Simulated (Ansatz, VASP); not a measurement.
**Sr: VASP beside Ansatz**

```
Sr
1.0
    -2.40443    2.40443    2.40443
     2.40443   -2.40443    2.40443
     2.40443    2.40443   -2.40443
Sr
1
Direct
  0.00000 0.00000 0.00000
```

Alike in both runs: functional r2SCAN; k mesh 16 × 16 × 16; occupations gaussian, width 0.1 eV; no spin polarisation.

Ansatz relaxed the structure, and its values are those at the end. VASP's run is a single point on that final structure, the one shown.

```csv
,VASP,Ansatz
version,VASP 6.6.1,Ansatz 0.2.0
potentials or method,"VASP PAW PBE potentials, release 64 (Sr_sv)","scalar-relativistic, plane waves, PAW"
plane-wave cutoff (eV),520,500
valence electrons in the cell,10,10
```

|  | VASP | Ansatz | Ansatz less VASP |
| --- | --- | --- | --- |
| gap on the k mesh at the Fermi level (eV) | none | none | - |
| pressure (GPa) | 0.0 | 0.0 | -0.01 |

A gap of «none» marks a metal or a gap that the smearing closes. With one functional, cell and mesh, what is left measures potentials, basis and numerics.

Caveats: the PAW data sets were made with another functional, which shifts forces and pressure a little (VASP).
